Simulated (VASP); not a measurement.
KI: band structure with HSE06

**Experimental background.**

A printed reference work, monograph reports, for a bulk crystal of KI: band gap 6.32 eV.

KI:

```
CELL_PARAMETERS angstrom
0.00000 3.50812 3.50812
3.50812 0.00000 3.50812
3.50812 3.50812 0.00000
ATOMIC_POSITIONS crystal
K 0.00000 0.00000 0.00000
I 0.50000 0.50000 0.50000
```

```
Program                            : VASP 6.6.1
Task                               : band structure
Functional                         : HSE06
Potentials or basis                : VASP PAW PBE potentials, release 64 (K_sv, I)
Cutoff                             : 520 eV
k mesh                             : 6 × 6 × 6
Occupations                        : gaussian, width 0.03 eV
Spin                               : no spin polarisation
Grid for exact exchange (PRECFOCK) : Fast
Screening parameter                : 0.2 1/A
Further INCAR settings             : ALGO = Normal; EDIFF = 1e-07; NBANDS = 15
```

```yaml
Pressure: 0.7 GPa
Band_gap_on_the_k_mesh: 5.03 eV, direct
Band_gap_along_the_path: 5.03 eV, direct
```

Levels at points of the mesh, in eV from the valence-band top:
| k point | band 5 | band 6 | band 7 | band 8 | band 9 | band 10 | band 11 | band 12 |
| --- | --- | --- | --- | --- | --- | --- | --- | --- |
| (0.00, 0.00, 0.00) | -11.43 | 0.00 | 0.00 | 0.00 | 5.03 | 7.66 | 7.66 | 7.66 |
| (0.50, 0.00, 0.00) | -11.08 | -1.45 | -0.37 | -0.37 | 6.54 | 9.01 | 9.31 | 9.31 |
| (0.50, 0.50, 0.00) | -11.25 | -1.11 | -0.41 | -0.41 | 5.93 | 6.91 | 9.52 | 10.05 |

Run time: 13 min on 8 MPI ranks on Intel(R) Xeon(R) Platinum 8259CL CPU @ 2.50GHz (Skylake/Cascade Lake), on a shared host, peak memory 0.43 GiB a rank.

A measured gap of KI is 6.32 eV (a printed reference work, monograph); the calculated 5.03 eV misses it by -1.29 eV. Spin-orbit coupling on I is left out. The value is that of HSE06, without temperature or zero-point motion.

Caveat: the PAW data sets were made with another functional, which shifts forces and pressure a little; spin-orbit coupling is left out, which moves the levels of the heavy elements.
